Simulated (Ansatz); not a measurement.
# Cd: strong compression

Aim: compress Cd (sc type) step by step, far beyond the usual range, and follow pressure and electronic structure. The runs shown use PAW. Its runs: cell relaxed at zero pressure (PAW); volume scaled by 1 (PAW); volume scaled by 0.95 (PAW); volume scaled by 0.85 (PAW); volume scaled by 0.75 (PAW); volume scaled by 0.65 (PAW); volume scaled by 0.55 (PAW); volume scaled by 0.45 (PAW); volume scaled by 0.4 (PAW and PAW (cutoff 250 eV)).

Computed with Ansatz 0.2.0 (DFT, PBE, PAW with Ansatz's default frozen-core files, scalar-relativistic, unless a step's input says otherwise).

1 further run of the same task is left out (it didn't finish). Runs told in other sessions of the task aren't counted.

## Step 1: The structure to begin with

It takes space group Pm-3m (No. 221, cubic). Conventional cell: a = 2.922 Å, b = 2.922 Å, c = 2.922 Å, α = 90.00°, β = 90.00°, γ = 90.00°. Around Cd (site symmetry m-3m) lie 6 Cd at 2.92 Å.

Structure file:

```
CELL_PARAMETERS angstrom
2.92224 0.00000 0.00000
0.00000 2.92224 0.00000
0.00000 0.00000 2.92224
ATOMIC_POSITIONS crystal
Cd 0.00000 0.00000 0.00000
```

Whether this phase is the stable one at these pressures isn't tested.

## Step 2: Cell relaxed at zero pressure, PAW

input.yaml

```yaml
crystal:
  lattice:
    - [2.9222419762, 0.0, 0.0]
    - [0.0, 2.9222419762, 0.0]
    - [0.0, 0.0, 2.9222419762]
  atoms:
    - { symbol: Cd, position: [0.0, 0.0, 0.0] }
kpoints:
  mp_grid: { grid: [14, 14, 14] }
scf:
  occupations: { method: fermi_dirac, width: 0.08 }
hamiltonian:
  xc: pbe
  pseudopotentials: { kind: paw }
output:
  forces: true
  stress: true
  write_density: true
  write_potential: true
  elf: true
  volumetric_format: npy
relax:
  f_tol: 0.005
  max_steps: 40
  cell: {}
```

On the command line:

```
$ ansatz run input.yaml --threads 1 --pin off --max-ram 2048MiB --backend cpu --events-out ev --progress --plain --runs-dir out
```

After this run come: Volume scaled by 1, PAW; Volume scaled by 0.95, PAW; Volume scaled by 0.85, PAW; Volume scaled by 0.75, PAW; Volume scaled by 0.65, PAW; Volume scaled by 0.55, PAW; Volume scaled by 0.45, PAW; Volume scaled by 0.4, PAW; Volume scaled by 0.4, PAW (cutoff 250 eV).

Before running it: what results should come out? Wanted: PAW pressure at 0.4 of the volume; fitted bulk modulus at zero pressure.

As calculated:

```
                                         quantity      value
                PAW pressure at 0.4 of the volume  343.6 GPa
PAW (cutoff 250 eV) pressure at 0.4 of the volume  345.3 GPa
       fitted bulk modulus at zero pressure (PAW)     33 GPa
                          its pressure derivative       5.27
```

What this shows: At 0.4 of the starting volume PAW gives 344 GPa. A third-order Birch-Murnaghan curve fits the range only roughly (B₀ = 33 GPa, B′ = 5.27, misfit at most 1.15 GPa). A fit over so wide a range leans to the high pressures, so B₀ can be off by several per cent. No all-electron run checks these rows here, and frozen cores can fail under such compression. The ions are at rest, and the electrons smeared by 0.08 eV.

At pressures up to 345 GPa the PAW spheres may overlap and frozen cores may not hold, so those PAW values are rough without an all-electron check.
